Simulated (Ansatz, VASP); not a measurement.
# NaF (Villiaumite) in two plane-wave programs, part 2 of 2

Wanted: the spread between two codes on one cell, functional and k mesh. The cell is taken from a series of VASP runs on this material, whose earlier steps may have relaxed, scaled or displaced it; both programs get it as it stands.

VASP 6.6.1 and Ansatz 0.2.0.

So far: Set-up; VASP: elastic constants, PBEsol.

## (3) Ansatz: elastic constants, PBEsol

Level of this step: Ansatz beside VASP: Kohn-Sham DFT, plane waves, PBEsol (Ansatz).

Ansatz runs on its default PAW (the set named soft_2) files.

The same cell, functional, mesh and smearing now go to Ansatz, which takes its cutoff from its data sets.

Input file input.yaml:

```yaml
crystal:
  lattice:
    - [0.0, 2.3144405875, 2.3144405875]
    - [2.3144405875, 0.0, 2.3144405875]
    - [2.3144405875, 2.3144405875, 0.0]
  atoms:
    - { symbol: Na, position: [0.0, 0.0, 0.0] }
    - { symbol: F, position: [0.5, 0.5, 0.5] }
hamiltonian:
  xc: pbesol
  pseudopotentials: { kind: paw }
kpoints:
  mp_grid: { grid: [10, 10, 10] }
scf:
  occupations: { method: gaussian, width: 0.03 }
elastic:
  mode: relaxed_ion
  stencil: two_point
output:
  forces: true
  stress: true
```

Run with:

```bash
$ ansatz run input.yaml --threads 4 --pin off --max-ram 9216MiB --backend cpu --events-out ev --progress --plain --runs-dir out
```

Numbers of over 12 decimals in the logs are rounded to 6 here.

The log of the run:

```text
Engine: ansatz 0.2.0, aarch64-unknown-linux-gnu
Pseudopotentials: kind: paw
Pseudopotential: Na, paw, valence charge 9, recommended cutoff 420 eV (normal), Na.paw.azcp
Pseudopotential: F, paw, valence charge 7, recommended cutoff 420 eV (normal), F.paw.azcp
Functional definition: PBEsol
  exchange = pbesol_x
  correlation = pbesol_c
Crystal: 2 atoms, lattice volume = 24.795 Å³
Basis set: ecut = 420 eV, 531 PW (Γ), exchange–correlation on 48×48×48 points (8 copies of the dense FFT grid, shifted against one another)
Bands: 12, of which v1, the nominal top of the filled ones, is band 8 counted from 1 (7 counted from 0)
Symmetry: 48 space group operations
Space group: Fm-3m (ITA 225), of the structure as read, at distance tolerance 2.9e-5 Å
k-points: 47 of 1000
Non-local potential: Na, projectors of the file, l = 0: 3, l = 1: 2, l = 2: 1
Non-local potential: F, projectors of the file, l = 0: 2, l = 1: 2, l = 2: 1
PAW form: soft (Blöchl's): semilocal exchange-correlation on the pseudo side does not see the compensation charge
PAW frozen core: Na, regenerated for the run's functional, and the local potential with it (the file was generated under x = pbe(κ = 0.804, μ = 0.219515), c = pbe(β = 0.066725))
PAW frozen core: F, regenerated for the run's functional, and the local potential with it (the file was generated under x = pbe(κ = 0.804, μ = 0.219515), c = pbe(β = 0.066725))
PAW one-centre angular grid: Na, 110 points (default); XC on 64 Gauss nodes
PAW one-centre angular grid: F, 110 points (default); XC on 64 Gauss nodes
Initial density: superposition of atomic densities (neutral atoms: chi_scale 0, normalization atom), corrected by the library's trained network
Initial wavefunctions: pseudopotential atomic-orbital guess
Functional: x = pbesol(κ = 0.804, μ = 0.123457), c = pbesol(β = 0.046)
SCF iter   1: F=—  HF=-2278.929725 eV  |F-HF|=—  |Δ(HF+E_count)|=         —  Δρ=1.16e-2  dr2=2.00e-2  ethr=1.77e-3  ⟨swp⟩=5.7  Hψ=3150  notcnv=0
preconditioner: auto → none  [insulator: Δε(μ)=6.041 eV  Ē_g=26.109 eV  σ=0.030 eV  W_gap=1.00  n_scr=8 (ndim 8)  ℏωp=27.9 eV  f_vac=0.108  D(μ)=0.00/eV (n_scr^D=0)  ε∞_Penn≈2.1]
SCF iter   2: F=—  HF=-2278.923402 eV  |F-HF|=—  |Δ(HF+E_count)|=   6.32e-3  Δρ=4.95e-3  dr2=3.35e-3  ethr=1.25e-4  ⟨swp⟩=2.0  Hψ=1293  notcnv=0
SCF iter   3: F=—  HF=-2278.922373 eV  |F-HF|=—  |Δ(HF+E_count)|=   1.03e-3  Δρ=4.77e-4  dr2=3.72e-5  ethr=2.10e-5  ⟨swp⟩=2.0  Hψ=878  notcnv=0
SCF iter   4: F=—  HF=-2278.922386 eV  |F-HF|=—  |Δ(HF+E_count)|=   1.24e-5  Δρ=1.13e-4  dr2=7.31e-7  ethr=2.32e-7  ⟨swp⟩=2.0  Hψ=940  notcnv=0
SCF iter   5: F=—  HF=-2278.922386 eV  |F-HF|=—  |Δ(HF+E_count)|=   7.37e-7  Δρ=4.98e-5  dr2=4.38e-7  ethr=4.57e-9  ⟨swp⟩=2.0  Hψ=890  notcnv=0
SCF iter   6: F=—  HF=-2278.922386 eV  |F-HF|=—  |Δ(HF+E_count)|=   8.23e-8  Δρ=7.83e-6  dr2=1.07e-8  ethr=2.73e-9  ⟨swp⟩=2.1  Hψ=712  notcnv=0
SCF iter   7: F=—  HF=-2278.922386 eV  |F-HF|=—  |Δ(HF+E_count)|=   1.11e-9  Δρ=1.13e-6  dr2=2.29e-10  ethr=6.67e-11  ⟨swp⟩=2.0  Hψ=709  notcnv=0
SCF iter   8: F=—  HF=-2278.922386 eV  |F-HF|=—  |Δ(HF+E_count)|=  4.23e-11  Δρ=4.80e-8  dr2=3.80e-13  ethr=1.43e-12  ⟨swp⟩=2.5  Hψ=902  notcnv=0
SCF iter   9: F=-2278.922386 eV  HF=-2278.922386 eV  |F-HF|=0.00e0  |Δ(HF+E_count)|=  1.82e-12  Δρ=3.08e-9  dr2=1.26e-15  ethr=1.00e-12  ⟨swp⟩=4.0  Hψ=1699  notcnv=0
SCF 1 converged in 9 iterations: F = -2278.922386 eV  dr2 = 1.26e-15
  greatest PAW one-centre occupation: 0.999 electrons in one spin orbital (limit 2), on the Na atom at site 0 (counted from 0), in its partial waves of l = 0
Crystal: 2 atoms, lattice volume = 24.746 Å³
Symmetry: 16 space group operations
k-points: 102 of 1000
Initial density: handed on by an earlier stage of this run
Initial wavefunctions: those handed on with the density
iter 1 solved again at ethr=5.41e-8 eV; its pass at ethr=3.10e-3 eV (dr2=8.66e-6 eV) is discarded
[...]
preconditioner: auto → none  [insulator: Δε(μ)=6.205 eV  Ē_g=26.223 eV  σ=0.030 eV  W_gap=1.00  n_scr=8 (ndim 8)  ℏωp=27.9 eV  f_vac=0.108  D(μ)=0.00/eV (n_scr^D=0)  ε∞_Penn≈2.1]
[...]
SCF 2 converged in 8 iterations: F = -2278.922362 eV  dr2 = 3.52e-16
Crystal: 2 atoms, lattice volume = 24.845 Å³
[...]
preconditioner: auto → none  [insulator: Δε(μ)=6.189 eV  Ē_g=26.191 eV  σ=0.030 eV  W_gap=1.00  n_scr=8 (ndim 8)  ℏωp=27.9 eV  f_vac=0.108  D(μ)=0.00/eV (n_scr^D=0)  ε∞_Penn≈2.1]
[...]
SCF 3 converged in 8 iterations: F = -2278.922357 eV  dr2 = 2.59e-14
Symmetry: 8 space group operations
k-points: 171 of 1000
[...]
preconditioner: auto → none  [insulator: Δε(μ)=6.196 eV  Ē_g=26.207 eV  σ=0.030 eV  W_gap=1.00  n_scr=8 (ndim 8)  ℏωp=27.9 eV  f_vac=0.108  D(μ)=0.00/eV (n_scr^D=0)  ε∞_Penn≈2.1]
[...]
SCF iter   7: F=—  HF=-2278.922389 eV  |F-HF|=—  |Δ(HF+E_count)|=  9.55e-12  Δρ=1.37e-7  dr2=2.64e-12  ethr=1.80e-13 (applied; sched 1.00e-12)  ⟨swp⟩=2.2  Hψ=3362  notcnv=0
SCF iter   8: F=-2278.922389 eV  HF=-2278.922389 eV  |F-HF|=4.55e-13  |Δ(HF+E_count)|=  9.09e-13  Δρ=2.34e-8  dr2=6.85e-14  ethr=1.00e-12  ⟨swp⟩=2.8  Hψ=7819  notcnv=0
SCF 4 converged in 8 iterations: F = -2278.922389 eV  dr2 = 6.85e-14
iter 1 solved again at ethr=4.98e-11 eV; its pass at ethr=3.10e-3 eV (dr2=7.96e-9 eV) is discarded
SCF iter   1: F=—  HF=-2278.922379 eV  |F-HF|=—  |Δ(HF+E_count)|=         —  Δρ=9.18e-6  dr2=8.77e-9  ethr=4.98e-11  ⟨swp⟩=1.8  Hψ=13581  notcnv=0
SCF iter   2: F=—  HF=-2278.922389 eV  |F-HF|=—  |Δ(HF+E_count)|=   1.03e-5  Δρ=9.90e-6  dr2=1.52e-8  ethr=4.98e-11  ⟨swp⟩=2.0  Hψ=3420  notcnv=0
SCF iter   3: F=—  HF=-2278.922389 eV  |F-HF|=—  |Δ(HF+E_count)|=   3.95e-9  Δρ=3.68e-6  dr2=1.95e-9  ethr=4.98e-11  ⟨swp⟩=2.0  Hψ=2481  notcnv=0
SCF iter   4: F=—  HF=-2278.922389 eV  |F-HF|=—  |Δ(HF+E_count)|=  1.93e-10  Δρ=1.51e-6  dr2=3.14e-10  ethr=1.22e-11  ⟨swp⟩=2.0  Hψ=3370  notcnv=0
SCF iter   5: F=—  HF=-2278.922389 eV  |F-HF|=—  |Δ(HF+E_count)|=  5.23e-11  Δρ=1.19e-7  dr2=8.40e-13  ethr=1.96e-12  ⟨swp⟩=3.0  Hψ=3314  notcnv=0
SCF iter   6: F=—  HF=-2278.922389 eV  |F-HF|=—  |Δ(HF+E_count)|=  4.55e-12  Δρ=5.97e-8  dr2=4.64e-13  ethr=1.00e-12  ⟨swp⟩=4.0  Hψ=6678  notcnv=0
SCF iter   7: F=-2278.922389 eV  HF=-2278.922389 eV  |F-HF|=4.55e-13  |Δ(HF+E_count)|=  3.18e-12  Δρ=2.41e-8  dr2=7.65e-14  ethr=1.00e-12  ⟨swp⟩=2.1  Hψ=7284  notcnv=0
SCF 5 converged in 7 iterations: F = -2278.922389 eV  dr2 = 7.65e-14
SCF converged after 9 iterations
Free energy (F): -2278.922386 eV
Harris-Foulkes:  -2278.922386 eV  (|F-HF|=0.00e0)
Internal energy: -2278.922386 eV  (E = F + TS)
E sigma→0 (E₀):  -2278.922386 eV
Fermi energy:    4.050845 eV
--- Per-component energies (eV) ---
  E_band       = -232.631917
  E_kinetic    = 328.472548
  E_local      = -1689.221630  (includes V_loc(G=0)·N_el)
  E_nonlocal   = 189.831321
  E_hartree    = 597.654706
  E_xc         = -118.094945
  E_vxc        = -152.456587  (∫ρ·V_xc dr)
  E_paw        = -447.019276  (= ΣΔE_a)
  E_vpaw       = -104.568961  (= ΣTr[D̂ρ^β])
  E_aug_tail   = 0.001978  (compensation charges beyond the density's cutoff)
  E_ewald      = -1140.644225
  E_core_change = 0.097136  (= ΣΔE_core)
  E_smearing   = -0.000000  (= −TS)
  E_closure    = -0.000000  (closes the sum)
  Σ components = -2278.922386   (vs F -2278.922386, Δ=0.00e0)
--- Forces (eV/Å), atoms counted from 1 ---
  atom   1  Na    -0.00000000     0.00000000     0.00000000
  atom   2  F      0.00000000    -0.00000000     0.00000000
  max |Σ_I F_I| component: 3.50e-29 eV/Å
--- Stress (GPa, compression-positive) ---
        0.004944      -0.000000      -0.000000
       -0.000000       0.004944       0.000000
       -0.000000       0.000000       0.004944
  P = ⅓ Tr σ = 0.0049 GPa (0.049 kbar)
--- Band table (eV; the first three rows and the last of 47) ---
  k-point 0: bands = [... 4 lower, -17.8104, 0.9512, 0.9512, 0.9512, 7.1504, 19.8070, 19.8070, 19.8070]
  k-point 1: bands = [... 4 lower, -17.6591, 0.7504, 0.9263, 0.9263, 7.5110, 18.4926, 19.9648, 19.9648]
  k-point 2: bands = [... 4 lower, -17.4324, 0.2887, 0.8609, 0.8609, 8.4362, 16.7287, 20.3628, 20.3628]
  k-point 46: bands = [... 4 lower, -17.3907, -0.0730, 0.2003, 0.3866, 13.9975, 14.0274, 15.8520, 18.1401]
--- Elastic constants: 2 strain directions × 2 members + reference (group order 48) ---
  dense FFT box of the reference and of every strained cell: 24×24×24
  strains applied: 11, 23; error gains: componentwise 1.00 (the most a stress slope's error grows in a printed constant), spectral 1.73 (1 for all six strains in a standard setting)
  C = ∂σ_k/∂η_j (tension-positive GPa; Voigt order 11 22 33 23 13 12):
       101.350     22.194     22.194     -0.000     -0.000     -0.000
        22.194    101.350     22.194     -0.000     -0.000      0.000
        22.194     22.194    101.350     -0.000      0.000      0.000
         0.000      0.000      0.000     27.226      0.000     -0.000
         0.000      0.000     -0.000     -0.000     27.226      0.000
         0.000     -0.000      0.000     -0.000     -0.000     27.226
  reference stress σ⁰ (GPa):     -0.005     -0.005     -0.005     -0.000      0.000      0.000
  C* (energy form; C + prestress term) asymmetry max|C*_kj − C*_jk| = 1.421e-14 GPa — a small one proves nothing (zero by symmetry where the batch's group is 432, −43m or m−3m); a large one is finite-difference/SCF noise where every solve meets its electron count
  moduli (Voigt/Reuss/Hill, GPa): K = 48.58/48.58/48.58   G = 32.17/31.11/31.64   E = 77.99   ν = 0.232
  mechanically stable: yes (min eigenvalue of sym C = 27.23 GPa)
  strain η (Voigt 11):  stress-route row diagonal C_11 = 101.35 GPa, energy-path curvature d²(F+E_count+ΔE)/dδ²/Ω₀ = 102.15 GPa
         δ    σ_11 (GPa)             F (eV)   n_scf  n_hpsi   n_pw
    -2.000e-3      -0.2102       -2278.9223624       8   24204    531   relax 0 steps, max|allowed force component| 2.54e-29 eV/Å
     2.000e-3       0.1952       -2278.9223575       8   25000    531   relax 0 steps, max|allowed force component| 6.41e-30 eV/Å
  strain η (Voigt 23):  stress-route row diagonal C_44 = 27.23 GPa, energy-path curvature d²(F+E_count+ΔE)/dδ²/Ω₀ = 27.89 GPa
         δ    σ_23 (GPa)             F (eV)   n_scf  n_hpsi   n_pw
    -2.000e-3      -0.0545       -2278.9223893       8   43394    531   relax 0 steps, max|allowed force component| 3.87e-29 eV/Å
     2.000e-3       0.0545       -2278.9223893       7   42202    531   relax 0 steps, max|allowed force component| 1.31e-29 eV/Å
```

The job ended after 3.7 s (4 threads of Arm Neoverse V1, shared host; peak memory 0.35 GiB; 12 s of CPU time).

The run ends at a pressure of 0.00 GPa.

## (4) Side by side

Known differences besides the potentials themselves: the data sets hold 16 valence electrons in Ansatz (default PAW (the set named soft_2) files) and 14 in VASP; the cutoff is 420 eV in Ansatz and 800 eV in VASP; Ansatz makes its cores anew for this functional, VASP keeps those of its PBE data sets; VASP leaves aspherical gradient terms in its spheres out (LASPH is not set), Ansatz keeps them. Total energies have different zeros and are not compared.

Both answers:

```tsv
quantity	Ansatz	VASP	difference
C11 (GPa)	101.3	107.1	-5.33 %
C22 (GPa)	101.3	107.1	-5.33 %
C33 (GPa)	101.3	107.1	-5.33 %
C12 (GPa)	22.2	22.4	-1.07 %
C13 (GPa)	22.2	22.4	-1.07 %
C23 (GPa)	22.2	22.4	-1.07 %
C44 (GPa)	27.2	27.8	-1.98 %
C55 (GPa)	27.2	27.8	-1.98 %
C66 (GPa)	27.2	27.8	-1.98 %
```

## (5) Summary of results

* difference in C11 (elastic constants, PBEsol): -5.3 %

In words: The difference in C11 is -5.3 % (elastic constants, PBEsol), beyond the 5 % picked in this series as the mark of a large difference. Such differences can come from data sets, numerical settings and the points named under the comparisons, not from the functional's error against experiment.

[Lines on the potential files, build, host, timing and source positions are cut from VASP's logs without a mark.]

[Logs are printed without paths, hosts, clocks, repeated set-up lines and the standing remarks that a program may print on its own settings, such as how far it seeks lower states.]

[Hosts, paths, dates, database ids (printed as entryN), source tags and the programs' standing remarks are cut or masked in the printed files.]
